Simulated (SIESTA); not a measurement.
SnO2 under changes of volume

One of the cells (13.664 Å³/atom); the others are scaled copies at fixed shape and fractional positions:

```
Sn O
1.0
    -2.00007    2.00007    5.12368
     2.00007   -2.00007    5.12368
     2.00007    2.00007   -5.12368
Sn O
2 4
Direct
  0.00000 0.00000 0.00000
  0.75000 0.25000 0.50000
  0.54652 0.04652 0.50000
  0.20348 0.20348 0.00000
  0.95348 0.45348 0.50000
  0.79652 0.79652 0.00000
```

Measurements of this composition are mostly on another form, of space group No. 136.

| Property | Result |
| --- | --- |
| Program | SIESTA 5.4.2 |
| Functional | PBEsol |
| Potentials or basis | PseudoDojo 0.4 standard (PBEsol files) |
| Basis | DZP (energy shift 0.003 Ry; two zetas on semicore shells) |
| Grid cutoff | 800 Ry |
| Energy shift | 0.003 Ry |
| k mesh | 7 × 7 × 7 |
| Occupations | fermi-dirac, width 0.05 eV |
| Spin | no spin polarisation |

```tsv
volume (Å³/atom)	energy over the lowest point (meV/atom)	pressure (GPa)	gap on the mesh (eV)	largest force (eV/Å)
12.844	?	?	?	?
13.118	49.94	15.9	1.77	0.274
13.391	27.41	11.3	1.54	0.128
13.664	11.78	7.1	1.33	0.006
13.937	2.90	3.4	1.12	0.131
14.211	0.00	0.1	0.92	0.250
14.484	2.37	-2.8	0.74	0.355
```

Question: What does the run at 12.844 Å³/atom give?

Answer: Energy over the lowest point 81.26 meV/atom; pressure 21.0 GPa; gap on the mesh 2.01 eV; largest force 0.436 eV/Å.

Worked out: A Birch-Murnaghan fit of order 3 (a polynomial in V^(-2/3)) to the other rows has its minimum at 14.22 Å³/atom with B0 = V·E''(V) = 165 GPa and B' = 3.8 at fixed shape and positions, which overstates the stiffness. It gives 80.61 meV/atom at 12.844 Å³/atom, against the run's 81.26, and -dE/dV = 20.4 GPa, against 21.0. A straight line through the other rows of the gap, of slope -10.4 eV per unit of ln V, extrapolates to 1.98 eV, against the run's 2.01.

Energies are extrapolated to zero smearing.

Caveats: spin-orbit coupling is left out, which moves the levels of the heavy elements; an odd mesh through Γ misses points on the zone boundary, where band edges often lie; the basis of atomic orbitals isn't converged, which shifts pressures, moduli and gaps.
